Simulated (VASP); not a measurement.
# TePt (F-43m) in VASP: notebook, part 2 of 2

VASP 6.6.1. Earlier steps stand in the parts before.

### 3 Single point, PBEsol+U, collinear spin, ferromagnetic start

The input, INCAR:

```
SYSTEM = TePt
ALGO = Normal
EDIFF = 1E-6
ENCUT = 520
GGA = PS
ISIF = 2
ISMEAR = 0
ISPIN = 2
LASPH = .TRUE.
LCHARG = .FALSE.
LDAU = .TRUE.
LDAUJ = 0 0
LDAUL = 2 -1
LDAUPRINT = 1
LDAUTYPE = 2
LDAUU = 6 0
LMAXMIX = 4
LORBIT = 11
LREAL = .FALSE.
LWAVE = .FALSE.
MAGMOM = 0.5 0
NELM = 60
PREC = Accurate
SIGMA = 0.05
```

The input, KPOINTS:

```
k-points
0
G
  5 5 5
  0 0 0
```

The input, POSCAR:

```
TePt
1.0
    0.0000000000      3.2450425500      3.2450425500
    3.2450425500      0.0000000000      3.2450425500
    3.2450425500      3.2450425500      0.0000000000
Pt Te
1 1
Direct
    0.0000000000      0.0000000000      0.0000000000
    0.2500000000      0.2500000000      0.2500000000
```

Potentials or basis: VASP PAW PBE potentials, release 64 (Pt, Te).

The run is started by

```
cat potpaw_PBE.64/Pt/POTCAR potpaw_PBE.64/Te/POTCAR > POTCAR
mpirun -np 1 vasp_std > vasp.out
```

OUTCAR:

```text
SYSTEM = TePt
   EDIFF = 1E-6
   ENCUT = 520
   GGA = PS
   ISIF = 2
   ISMEAR = 0
   ISPIN = 2
   LASPH = .TRUE.
   LORBIT = 11
   LREAL = .FALSE.
   NELM = 60
   PREC = Accurate

 ion  position               nearest neighbor table
   1  0.000  0.000  0.000-   2 2.81   2 2.81   2 2.81   2 2.81
   2  0.250  0.250  0.250-   1 2.81   1 2.81   1 2.81   1 2.81

  LATTYP: Found a face centered cubic cell.
 ALAT       =     6.4900851000

  Lattice vectors:

 A1 = (   0.0000000000,   3.2450425500,   3.2450425500)
 A2 = (   3.2450425500,   0.0000000000,   3.2450425500)
 A3 = (   3.2450425500,   3.2450425500,   0.0000000000)

Analysis of symmetry for initial positions (statically):
=====================================================================
 Subroutine PRICEL returns:
 Original cell was already a primitive cell.

 Routine SETGRP: Setting up the symmetry group for a
 face centered cubic supercell.

[... 509 lines left out ...]
      7       1.1720      1.00000
      8       1.9429      1.00000
      9       2.7614      1.00000
     10       7.7993      0.00000
     11       8.7683      0.00000
     12       9.5721      0.00000

------------------------ aborting loop because EDIFF is reached ----------------------------------------

  FORCE on cell =-STRESS in cart. coord.  units (eV):
  Direction    XX          YY          ZZ          XY          YZ          ZX
  --------------------------------------------------------------------------------------
  -------------------------------------------------------------------------------------
  Total       -5.9879625     -5.9879625     -5.9879625      0.0000000      0.0000000      0.0000000
  in kB     -140.3778117   -140.3778117   -140.3778117      0.0000000      0.0000000      0.0000000
  external PRESSURE =    -140.3778117 kB  Pullay stress =       0.0000000 kB

 VOLUME and BASIS-vectors are now :
 -----------------------------------------------------------------------------
  energy-cutoff  :      520.00
  volume of cell :       68.34
      direct lattice vectors                 reciprocal lattice vectors
     0.000000000  3.245042550  3.245042550    -0.154081185  0.154081185  0.154081185
     3.245042550  0.000000000  3.245042550     0.154081185 -0.154081185  0.154081185
     3.245042550  3.245042550  0.000000000     0.154081185  0.154081185 -0.154081185

 POSITION                                       TOTAL-FORCE (eV/Angst)
 -----------------------------------------------------------------------------------
      0.00000      0.00000      0.00000        -0.000000     -0.000000     -0.000000
      1.62252      1.62252      1.62252         0.000000      0.000000      0.000000
 -----------------------------------------------------------------------------------
    total drift:                               -0.000000     -0.000000     -0.000000

  FREE ENERGIE OF THE ION-ELECTRON SYSTEM (eV)
  ---------------------------------------------------
  free  energy   TOTEN  =        -5.7389702218 eV

  energy  without entropy=       -5.7345323531  energy(sigma->0) =       -5.73675129

 total charge

# of ion       s       p       d       tot
------------------------------------------
    1        0.519   0.252   8.698   9.469
    2        1.396   1.710   0.050   3.157
--------------------------------------------------
tot          1.915   1.962   8.748  12.626

 magnetization (x)

# of ion       s       p       d       tot
------------------------------------------
    1        0.001   0.002   0.018   0.021
    2        0.001   0.007   0.000   0.008
--------------------------------------------------
tot          0.002   0.009   0.018   0.029
```

OSZICAR:

```text
N       E                     dE             d eps       ncg     rms          rms(c)
DAV:   1     0.806208842312E+02    0.80621E+02   -0.63242E+03   480   0.106E+03
DAV:   2    -0.262966860338E+01   -0.83251E+02   -0.76494E+02   584   0.194E+02
DAV:   3    -0.580239699500E+01   -0.31727E+01   -0.31362E+01   576   0.427E+01
DAV:   4    -0.584693188332E+01   -0.44535E-01   -0.44523E-01   676   0.517E+00
DAV:   5    -0.584712218111E+01   -0.19030E-03   -0.19029E-03   608   0.314E-01    0.780E+00
DAV:   6    -0.574624748882E+01    0.10087E+00   -0.32721E-01   480   0.496E+00    0.507E+00
DAV:   7    -0.573570768518E+01    0.10540E-01   -0.13579E-01   504   0.306E+00    0.267E+00
DAV:   8    -0.573864677336E+01   -0.29391E-02   -0.18371E-02   532   0.120E+00    0.107E+00
DAV:   9    -0.573893771584E+01   -0.29094E-03   -0.25129E-03   504   0.452E-01    0.724E-01
DAV:  10    -0.573894017149E+01   -0.24557E-05   -0.22485E-03   488   0.382E-01    0.145E-01
DAV:  11    -0.573895434858E+01   -0.14177E-04   -0.14342E-04   508   0.958E-02    0.536E-02
DAV:  12    -0.573895729082E+01   -0.29422E-05   -0.19458E-05   556   0.302E-02    0.252E-02
DAV:  13    -0.573896781484E+01   -0.10524E-04   -0.13581E-05   484   0.388E-02    0.563E-03
DAV:  14    -0.573896980336E+01   -0.19885E-05   -0.31017E-06   476   0.178E-02    0.713E-03
DAV:  15    -0.573897022175E+01   -0.41840E-06   -0.45731E-07   268   0.661E-03
   1 F= -.57389702E+01 E0= -.57367513E+01  d E =-.443787E-02  mag=     0.0362
```

stdout:

```text
POSCAR found type information on POSCAR PtTe
 POSCAR found :  2 types and       2 ions
 scaLAPACK will be used
 -----------------------------------------------------------------------------
|                                                                             |
|                                                                             |
|     You enforced a specific xc type in the INCAR file but a different       |
|     I HOPE YOU KNOW WHAT YOU ARE DOING!                                     |
|                                                                             |
 -----------------------------------------------------------------------------

 LDA part: xc-table for (Slater+PW92), standard interpolation
 POSCAR, INCAR and KPOINTS ok, starting setup
 FFT: planning ... GRIDC
 FFT: planning ... GRID_SOFT
 FFT: planning ... GRID
 WAVECAR not read
 entering main loop
```

It took 13 s on 1 thread of Intel Xeon 6975P-C (Granite Rapids), shared host; peak memory 0.24 GiB.

Results:

- Free energy: -5.7390 eV
- Pressure: -14.0 GPa
- Band gap on the k mesh: none (metal or under the smearing width)
- Net moment: 0.04 μB per cell
- Site moments: Pt +0.02; Te +0.01 μB
- Valence electrons inside the program's atomic spheres: Pt 9.47; Te 3.16

Eigenvalues of the final occupation matrices:
```
    site  spin  trace               eigenvalues
site 1 d     1   4.39  0.85 0.85 0.85 0.92 0.92
site 1 d     2   4.37  0.85 0.85 0.85 0.92 0.92
```

Caveat: the PAW data sets were made with another functional, which shifts forces and pressure a little; the U is typed as a test and isn't derived for this compound.

### 4 Single point, PBEsol+U, collinear spin, random start

The input, INCAR:

```
ALGO = Normal
EDIFF = 1E-7
ENCUT = 520
GGA = PS
ISIF = 2
ISMEAR = 0
ISPIN = 2
LASPH = T
LCHARG = F
LDAU = T
LDAUJ = 0 0
LDAUL = 2 -1
LDAUPRINT = 1
LDAUTYPE = 2
LDAUU = 6 0
LMAXMIX = 4
LORBIT = 11
LREAL = F
LWAVE = F
MAGMOM = 0.52 0
NELM = 60
PREC = Accurate
SIGMA = 0.05
```

The input, KPOINTS:

```
k-points
0
Gamma
  5 5 5
```

POSCAR is that of step 3.

The run is started by

```
cat potpaw_PBE.64/Pt/POTCAR potpaw_PBE.64/Te/POTCAR > POTCAR
mpirun -np 1 vasp_std > vasp.out
```

Wall time 14 s (1 thread of Intel Xeon 6975P-C (Granite Rapids), shared host); peak memory 0.23 GiB.

Results (log left out):

| Property | Result |
| --- | --- |
| Free energy | -5.7390 eV |
| Pressure | -14.0 GPa |
| Band gap on the k mesh | none (metal or under the smearing width) |
| Net moment | 0.04 μB per cell |
| Site moments | Pt +0.02; Te +0.01 μB |
| Valence electrons inside the program's atomic spheres | Pt 9.47; Te 3.16 |

Levels at points of the mesh, in eV from the Fermi level:
Spin up:
```
           k point  band 5  band 6  band 7  band 8  band 9  band 10
(0.00, 0.00, 0.00)   -2.94   -2.94    1.48    1.72    1.72     1.72
```
Spin down:
```
           k point  band 4  band 5  band 6  band 7  band 8  band 9  band 10  band 11
(0.00, 0.00, 0.00)   -4.01   -2.93   -2.93    1.49    1.74    1.74     1.74     6.11
```

Eigenvalues of the final occupation matrices:
| site | spin | trace | eigenvalues |
| --- | --- | --- | --- |
| site 1 d | 1 | 4.39 | 0.85 0.85 0.85 0.92 0.92 |
| site 1 d | 2 | 4.37 | 0.85 0.85 0.85 0.92 0.92 |

Caveat: the PAW data sets were made with another functional, which shifts forces and pressure a little; the U is typed as a test and isn't derived for this compound.

### 5 Single point, PBEsol+U, collinear spin, ferromagnetic start

INCAR, as its differences from that of step 4:

```diff
@@ -19,4 +19,6 @@
 LWAVE = F
-MAGMOM = 0.52 0
-NELM = 60
+MAGMOM = 0.5 0
+NBANDS = 19
+NELM = 80
+NUPDOWN = 1
 PREC = Accurate
```

KPOINTS is that of step 4.

POSCAR is that of step 4.

The run is started by

```
cat potpaw_PBE.64/Pt/POTCAR potpaw_PBE.64/Te/POTCAR > POTCAR
mpirun -np 1 vasp_std > vasp.out
```

Run time: 19 s. Hardware: 1 thread of Intel Xeon 6975P-C (Granite Rapids), shared host; peak memory 0.24 GiB.

The run converged. Its results:

- Free energy: -5.6700 eV
- Pressure: -13.4 GPa
- Net moment: 1.00 μB per cell
- Site moments: Pt +0.52; Te +0.25 μB
- Valence electrons inside the program's atomic spheres: Pt 9.44; Te 3.18

Eigenvalues of the final occupation matrices:
```tsv
site	spin	trace	eigenvalues
site 1 d	1	4.59	0.91 0.91 0.91 0.93 0.93
site 1 d	2	4.14	0.78 0.78 0.78 0.90 0.90
```

Caveat: the PAW data sets were made with another functional, which shifts forces and pressure a little; the total moment is fixed, so each spin has its own Fermi level; the U is typed as a test and isn't derived for this compound. Spin-orbit coupling is left out, which matters for the levels of Pt, Te.

### 6 The runs side by side

| spin | fixed moment (μB) | gap on the mesh (eV) | pressure (GPa) | moment (μB) |
| --- | --- | --- | --- | --- |
| collinear, ferromagnetic start | - | none | -14.0 | 0.04 |
| collinear, random start | - | none | -14.0 | 0.04 |
| collinear, ferromagnetic start | 1 | - | -13.4 | 1.00 |

Alike in all rows: task single point; level PBEsol+U; potentials or basis VASP PAW PBE potentials, release 64 (Pt, Te); Pt d U = 6 eV; cell as given; k mesh 5 × 5 × 5; cutoff (eV) 520; smearing gaussian 0.05 eV.

Caveats: the PAW data sets were made with another functional, which shifts forces and pressure a little; the U is typed as a test and isn't derived for this compound; the total moment is fixed, so each spin has its own Fermi level (some runs).

Total energies depend on the potentials used, so only differences within one code and one set of settings carry meaning.
